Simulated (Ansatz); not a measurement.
This Ansatz input for ZrB2 (AlB2-type structure) was spoiled on purpose:

```yaml
crystal:
  lattice:
    - [3.170958102715, -2.886750187723e-11, 0.0]
    - [-1.585479051332, 2.746130271302, 0.0]
    - [0.0, 0.0, 3.5427929303]
  atoms:
    - { symbol: Zr, position: [0.0, 0.0, 0.0] }
    - { symbol: B, position: [0.3333333333333, 0.6666666666667, 0.5] }
    - { symbol: B, position: [0.6666666666667, 0.3333333333333, 0.5] }
basis:
  ecutwfc: 420
  ecutrho_ratio: 0
kpoints:
  mp_grid: { grid: [12, 12, 10] }
hamiltonian:
  xc: pbe
scf:
  occupations: { method: gaussian, width: 0.05 }
  max_iter: 100
output:
  forces: true
  stress: true
```

Launched as:
```sh
ansatz run input.yaml --threads 2 --pin off --max-ram 2662MiB --backend cpu --events-out ev --progress --plain --runs-dir out
```

Q: What is wrong with it?

A: A density cutoff under the waves'. Against the sound input: basis.ecutrho_ratio: 4 → 0 (the cap on iterations is only a precaution).

What the program printed:

```
Error: invalid value for `basis.ecutrho_ratio`: must be in [1, 1024]; got 0
```

The input was refused before any iteration. Run time: 0.07 s on 2 threads of Arm Neoverse N1 (shared host), peak memory 0.073 GiB. The run before the change (PBE, 420 eV, 12×12×10 mesh) gave:

```tsv
run	P (GPa)	gap on the mesh (eV)	cell moment (μB)	largest force component (eV/Å)
sound	0.0	metal	–	0.000
```

The start was a prototype's sites filled with these elements; the Crystallography Open Database holds the compound in this structure.
